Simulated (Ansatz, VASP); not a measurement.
## KZnF3: VASP beside Ansatz

```xyz
5
Lattice="4.0228 0.0000 0.0000 0.0000 4.0228 0.0000 0.0000 0.0000 4.0228" Properties=species:S:1:pos:R:3 pbc="T T T"
Zn    2.0114    2.0114    2.0114
K     0.0000    0.0000    0.0000
F     2.0114    0.0000    2.0114
F     0.0000    2.0114    2.0114
F     2.0114    2.0114    0.0000
```

Alike in both runs: task single point; functional PBEsol; k mesh 7 × 7 × 7; occupations fermi-dirac, width 0.05 eV; no spin polarisation.

|  | VASP | Ansatz |
| --- | --- | --- |
| version | VASP 6.6.1 | Ansatz 0.2.0 |
| potentials or method | VASP PAW PBE potentials, release 64 (Zn, K_sv, F) | Ansatz PAW |
| plane-wave cutoff (eV) | 520 | 420 |
| valence electrons in the cell | 42 | 42 |

```tsv
	VASP	Ansatz	Ansatz less VASP
gap on the k mesh at the Fermi level (eV)	3.80	3.88	+0.077
least direct gap on the mesh (eV)	5.66	5.71	+0.043
pressure (GPa)	2.2	1.8	-0.38
```

Caveats: the PAW data sets were made with another functional, which shifts forces and pressure a little (VASP); an odd mesh through Γ misses points on the zone boundary, where band edges often lie (VASP); odd divisions of the mesh miss points on the zone boundary, where band edges often lie, so the gap on the mesh can be too wide (Ansatz); the pressure holds a Pulay correction of +0.7 GPa for the finite cutoff (Ansatz); the PAW data sets come from PBE, with cores solved anew for the run's functional, which leaves a small shift of forces and pressure (Ansatz). PBEsol gaps usually lie below the measured ones, often by a third to a half.
